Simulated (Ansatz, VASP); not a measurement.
**N in VASP and in Ansatz**

```xyz
4
Lattice="4.9867 0.0000 0.0000 0.0000 4.9867 0.0000 0.0000 0.0000 4.9867" Properties=species:S:1:pos:R:3 pbc="T T T"
N    -0.0001   -0.0001   -0.0001
N     2.4935    4.9868    2.4932
N     2.4932    2.4935    4.9868
N     4.9868    2.4932    2.4935
```

Alike in both runs: functional LDA; k mesh 6 × 6 × 6; occupations gaussian, width 0.02 eV; collinear spin.

Ansatz relaxed the structure, and its values are those at the end. VASP's run is a single point on that final structure, the one shown.

|  | VASP | Ansatz |
| --- | --- | --- |
| version | VASP 6.6.1 | Ansatz 0.2.0 |
| potentials or method | VASP PAW LDA potentials, release 64 (N) | scalar-relativistic, plane waves, PAW |
| plane-wave cutoff (eV) | 520 | 420 |
| valence electrons in the cell | 20 | 20 |

```tsv
	VASP	Ansatz	Ansatz less VASP
gap on the k mesh at the Fermi level (eV)	1.89	2.02	+0.131
least direct gap on the mesh (eV)	2.03	2.16	+0.130
pressure (GPa)	-0.3	-0.2	+0.07
net moment per atom (μB)	3.00	3.00	0.000
size of the moment on the site where the two differ most (μB)	1.93	2.88	+0.955
```

Site moments also hang on the region over which each program counts them. Ansatz warned: «stress_scf_threshold_loose».

A k mesh can miss the band edges. As with any semilocal functional, this LDA gap is likely too small.
